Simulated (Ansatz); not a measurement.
Crystal: KCl (Sylvite).

```
CELL_PARAMETERS angstrom
0.00000 3.14647 3.14647
3.14647 0.00000 3.14647
3.14647 3.14647 0.00000
ATOMIC_POSITIONS crystal
K 0.00000 0.00000 0.00000
Cl 0.50000 0.50000 0.50000
```

Base run:

```yaml
Program: Ansatz 0.2.0
Functional: PBEsol
Potentials_or_basis: all-electron LAPW, scalar-relativistic
Cutoff: 140 eV
Density_cutoff: 559 eV
Basis_error_allowed: 0.001 eV/atom
k_mesh: 7 × 7 × 7
Occupations: fermi-dirac, width 0.05 eV
Spin: no spin polarisation
```

Its results: band gap on the k mesh 5.03 eV, direct; pressure -0.4 GPa.

Problem. The run is repeated on the same cell with these changes: functional from PBEsol to LDA. What comes out?

Solution. Band gap on the k mesh 4.74 eV, direct; pressure -2.0 GPa.

LDA binds more tightly than PBEsol, so the same cell stands under less pressure.

Not every run made on this cell is shown here.
